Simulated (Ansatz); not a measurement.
# Ta9C7: the cost of one run

Program: Ansatz 0.2.0. Level of theory: DFT PBE, scalar-relativistic, plane waves, PAW. These are calculated values, not measurements.

1 further run of the same task is left out (set aside as unsound or not needed).

## (1) Starting point

It takes space group Fm-3m (No. 225, cubic). Conventional cell: a = 4.475 Å, b = 4.475 Å, c = 4.475 Å, α = 90.00°, β = 90.00°, γ = 90.00°. Ta (site symmetry m-3m) has 6 C at 2.24 Å as nearest neighbours. Around C (site symmetry m-3m) lie 6 Ta at 2.24 Å.

Structure file:

```cif
data_structure
_symmetry_space_group_name_H-M 'P 1'
_symmetry_Int_Tables_number 1
_cell_length_a 3.1646
_cell_length_b 3.1646
_cell_length_c 3.1646
_cell_angle_alpha 60.000
_cell_angle_beta 60.000
_cell_angle_gamma 60.000
_cell_volume 22.41
loop_
_atom_site_label
_atom_site_type_symbol
_atom_site_fract_x
_atom_site_fract_y
_atom_site_fract_z
_atom_site_occupancy
Ta1 Ta 0.00000 0.00000 0.00000 1
C1 C 0.50000 0.50000 0.50000 1
```

It goes back to an entry of the Materials Project, which need not be the stable form.

It is the result of an earlier relaxation at this level (volume 11.20 Å³/atom; gap on the mesh: none (metal)).

The perfect supercell (rows 0 -2 2; 0 0 2; -2 0 2 in vectors of this cell) comes from an earlier run at this level (16 atoms, E(σ→0) -81463.6086 eV, gap none (metal)).

## (2) Making the defect

The atom at (0.250, 0.750, 0.250) of the supercell is replaced. The other atoms start on their ideal sites. Its neighbours are 6 Ta at 2.24 Å.

## (3) Relaxation at the host's cell

Input file input.yaml:

```yaml
crystal:
  lattice:
    - [0.0, 4.4754013011, -4.4754013011]
    - [4.4754013011, 4.4754013011, 0.0]
    - [4.4754013011, 0.0, -4.4754013011]
  atoms:
    - { symbol: Ta, position: [0.5, 0.5, 0.0] }
    - { symbol: Ta, position: [0.5, 0.0, 0.0] }
    - { symbol: Ta, position: [1.0, 0.5, 0.0] }
    - { symbol: Ta, position: [1.0, 0.0, 0.0] }
    - { symbol: Ta, position: [0.5, 0.5, 0.5] }
    - { symbol: Ta, position: [0.5, 0.0, 0.5] }
    - { symbol: Ta, position: [1.0, 0.5, 0.5] }
    - { symbol: Ta, position: [1.0, 0.0, 0.5] }
    - { symbol: Ta, position: [0.25, 0.75, 0.25] }
    - { symbol: C, position: [0.25, 0.25, 0.25] }
    - { symbol: C, position: [0.75, 0.75, 0.25] }
    - { symbol: C, position: [0.75, 0.25, 0.25] }
    - { symbol: C, position: [0.25, 0.75, 0.75] }
    - { symbol: C, position: [0.25, 0.25, 0.75] }
    - { symbol: C, position: [0.75, 0.75, 0.75] }
    - { symbol: C, position: [0.75, 0.25, 0.75] }
basis:
  ecutwfc: 420
  xc_grid: 2
kpoints:
  mp_grid: { grid: [1, 1, 1], shift: [0.0, 0.0, 0.0] }
hamiltonian:
  xc: pbe
scf:
  occupations: { method: gaussian, width: 0.1 }
output:
  forces: true
  stress: false
  eigenvalues: true
relax:
  adjacent_minimum: "off"
  f_tol: 0.025
  max_steps: 45
```

On the command line:

```bash
$ ansatz run input.yaml --threads 4 --pin off --max-ram 10240MiB --backend cpu --events-out ev --progress --plain --runs-dir out
```

What time and memory should one allow on 4 threads of Oxide Virtual Turin-like (Zen 5), shared host?

About 4.1 s, with a peak of 0.43 GiB.
